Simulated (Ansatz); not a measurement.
# Zr (P6_3/mmc), comparing deformations

Computed with DFT PBE, scalar-relativistic, plane waves, PAW (Ansatz 0.2.0). Settings: plane waves to 420 eV, k-mesh 18×18×10 (Γ-centred), Gaussian smearing 0.15 eV. No spin polarisation. Energies are free energies at this smearing, counted from the undisturbed cell; pressure is positive in compression.

Reference structure (as given, not relaxed at this level; it stands at 0.5 GPa):

```
Zr
1.0
     3.23200    0.00000    0.00000
    -1.61600    2.79899    0.00000
     0.00000    0.00000    5.14700
Zr
2
Cartesian
  0.0000 1.8660 1.2868
  1.6160 0.9330 3.8603
```

The cell is strained by ε times a Voigt pattern (xx, yy, zz, yz, xz, xy; engineering shear) with fractional coordinates fixed. τ = (1/V0) dE/dε comes from the stress tensor. Of each scan, only the three points used here are listed.

| pattern | ε | τ (GPa) |
| --- | --- | --- |
| (1, -1, 0, 0, 0, 0) | -0.0100 | -1.94 |
| (1, -1, 0, 0, 0, 0) | 0.0000 | 0.00 |
| (1, -1, 0, 0, 0, 0) | 0.0100 | 1.89 |
| (1, 0, 0, 0, 0, 0) | -0.0200 | -3.53 |
| (1, 0, 0, 0, 0, 0) | 0.0000 | -0.30 |
| (1, 0, 0, 0, 0, 0) | 0.0100 | 1.19 |
| (0, 1, 0, 0, 0, 0) | -0.0100 | -1.87 |
| (0, 1, 0, 0, 0, 0) | 0.0000 | -0.30 |
| (0, 1, 0, 0, 0, 0) | 0.0100 | 1.19 |
| (0, 0, 0, 0, 1, 0) | -0.0075 | -0.195 |
| (0, 0, 0, 0, 1, 0) | 0.0000 | 0.000 |
| (0, 0, 0, 0, 1, 0) | 0.0075 | 0.195 |

**Question.** Which constants do the scans give, and which deformation costs least for the same size of strain tensor?

**Answer.** The slope dτ/dε at zero (parabola through three points) is pᵀCp: (1, -1, 0, 0, 0, 0) gives C11 + C22 − 2 C12 = 191 GPa; (1, 0, 0, 0, 0, 0) gives C11 = 153 GPa; (0, 1, 0, 0, 0, 0) gives C22 = 153 GPa; (0, 0, 0, 0, 1, 0) gives C55 = 26.0 GPa. The size of the strain tensor, ε:ε, is ε² times 2.0, 1.0, 1.0, 0.5. Per unit of it the stiffnesses are 96, 153, 153, 52.1 GPa, so (0, 0, 0, 0, 1, 0) is the softest of these: at ε:ε = (1 %)² the quadratic term costs 0.38 meV/atom against 1.11 for the stiffest. These are clamped-ion values.

Forces appear on the atoms along this scan, and letting them relax would lower the energy and soften the response. In a metal these slopes depend on the k mesh and the smearing.